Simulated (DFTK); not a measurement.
The system is SiC (Moissanite).

```
Si C
1.0
     3.07600    0.00000    0.00000
    -1.53800    2.66389    0.00000
     0.00000    0.00000    5.04800
Si C
2 2
Direct
  0.66667 0.33333 0.50000
  0.33333 0.66667 0.00000
  0.66667 0.33333 0.88500
  0.33333 0.66667 0.38500
```

Base run:

| Quantity | Value |
| --- | --- |
| Program | DFTK 0.8.2 |
| Functional | PBEsol |
| Potentials or basis | cp2k.nc.sr.pbe.v0_1.largecore.gth (PBE, GTH) |
| Cutoff | 1170 eV |
| k mesh | 10 × 10 × 5 |
| Occupations | fermi-dirac, width 0.05 eV |
| Spin | no spin polarisation |

Its results: band gap on the k mesh 2.31 eV, indirect (least direct gap 3.93 eV); largest force 0.746 eV/Å.

The run is repeated on the same cell with these changes: functional from PBEsol to LDA; potentials or basis from cp2k.nc.sr.pbe.v0_1.largecore.gth (PBE, GTH) to cp2k.nc.sr.lda.v0_1.largecore.gth (LDA, GTH); cutoff from 1170 eV to 1143 eV. What comes out?

Band gap on the k mesh 2.39 eV, indirect (least direct gap 4.00 eV); largest force 0.709 eV/Å.

Caveats: the mesh misses the band edges, which the band path finds closer together; the potentials were made for another functional, which shifts forces and pressure (some runs).
